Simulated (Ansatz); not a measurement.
**WS2 under changes of volume**

One of the cells (17.744 Å³/atom); the others are scaled copies at fixed shape and fractional positions:

```
W S
1.0
     1.57900    0.91164    6.16333
    -1.57900    0.91164    6.16333
     0.00000   -1.82327    6.16333
W S
1 2
Cartesian
  0.0000 0.0000 0.0000
  0.0000 0.0000 10.7427
  0.0000 0.0000 13.8730
```

Measurements of this composition are mostly on another form, of space group No. 194.

- Program: Ansatz 0.2.0
- Functional: r2SCAN
- Potentials or basis: Ansatz PAW
- Cutoff: 500 eV (not typed: the program's choice for these potentials)
- k mesh: 10 × 10 × 10
- Occupations: fermi-dirac, width 0.05 eV
- Spin: no spin polarisation

```tsv
volume (Å³/atom)	energy over the lowest point (meV/atom)	pressure (GPa)	gap on the mesh (eV)	largest force (eV/Å)
16.679	58.51	15.1	1.10	1.512
17.034	30.23	10.5	1.13	1.061
17.389	11.68	6.3	1.15	0.651
17.744	1.89	2.6	1.17	0.621
18.099	0.00	-0.8	1.19	0.695
18.454	5.20	-3.8	1.20	1.001
18.809	?	?	?	?
```

**Question.** What does the run at 18.809 Å³/atom give?

**Answer.** Energy over the lowest point 16.79 meV/atom; pressure -6.6 GPa; gap on the mesh 1.21 eV; largest force 1.284 eV/Å.

Worked out: A Birch-Murnaghan fit of order 3 (a polynomial in V^(-2/3)) to the other rows has its minimum at 18.01 Å³/atom with B0 = V·E''(V) = 167 GPa and B' = 4.3 at fixed shape and positions, which overstates the stiffness. It gives 16.81 meV/atom at 18.809 Å³/atom, against the run's 16.79, and -dE/dV = -6.6 GPa, against -6.6. A straight line through the other rows of the gap, of slope 0.991 eV per unit of ln V, extrapolates to 1.22 eV, against the run's 1.21.

Energies are extrapolated to zero smearing.

Caveats: spin-orbit coupling is left out, which moves the levels of the heavy elements; the PAW data sets come from PBE, with cores solved anew for the run's functional, which leaves a small shift of forces and pressure; forces of over 1 eV/Å show positions far from the minimum, so gaps and moduli don't describe the material at rest (some runs).

A mesh can miss the band edges.
